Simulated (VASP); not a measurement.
Crystal: CeO.

```
CELL_PARAMETERS angstrom
2.88810 0.00000 0.00000
0.00000 2.88810 0.00000
0.00000 0.00000 2.88810
ATOMIC_POSITIONS crystal
Ce 0.00000 0.00000 0.00000
O 0.50000 0.50000 0.50000
```

The cell comes from a database or a generator and needn't be the stable form of this composition.

Base run:

```yaml
Program: VASP 6.6.1
Functional: LDA
Potentials_or_basis: VASP PAW LDA potentials, release 64 (Ce, O)
Cutoff: 520 eV
k_mesh: 7 × 7 × 7
Occupations: gaussian, width 0.05 eV
Spin: collinear spin, zero start
Starting_moments: "[0.0, 0.0] μB"
Hubbard_terms: Ce f U = 2 eV
```

Its results: band gap on the k mesh none (metal or under the smearing width); pressure 30.4 GPa; net moment 0.00 μB per cell.

The run is repeated on the same cell with these changes: hubbard terms from Ce f U = 2 eV to Ce f U = 3 eV; further incar settings from ALGO = Normal; EDIFF = 1e-07 to ALGO = Fast; EDIFF = 1e-06. What comes out?

Band gap on the k mesh none (metal or under the smearing width); pressure 32.9 GPa; net moment 0.00 μB per cell.

Caveats: the magnetic or orbital state may not be the lowest; a pressure of tens of GPa on the cell as given is suspect, and the run, the potentials or the cell itself is likely at fault; spin-orbit coupling is left out, which moves the levels of the heavy elements.

Not every run made on this cell is shown here.
